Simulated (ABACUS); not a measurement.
The system is Mo.

```
Mo
1.0
    -1.58381    1.58381    1.58381
     1.58381   -1.58381    1.58381
     1.58381    1.58381   -1.58381
Mo
1
Direct
  0.00000 0.00000 0.00000
```

Base run:

* Program: ABACUS 3.10.1
* Functional: AM05
* Potentials or basis: PseudoDojo NC SR 0.5 PBE stringent
* Cutoff: 1102 eV
* Density cutoff: 4408 eV
* Basis: plane waves
* k mesh: 10 × 10 × 10
* Occupations: fermi-dirac, width 0.05 eV
* Spin: no spin polarisation

Its results: band gap on the k mesh none (metal or under the smearing width); pressure -10.0 GPa.

Problem. The run is repeated on the same cell with these changes: functional from AM05 to LDA; potentials or basis from PseudoDojo NC SR 0.5 PBE stringent to PseudoDojo NC SR 0.4.1 LDA standard. What comes out?

Solution. Band gap on the k mesh none (metal or under the smearing width); pressure -13.7 GPa.

Caveats: the potentials were made for another functional, which shifts forces and pressure (some runs).
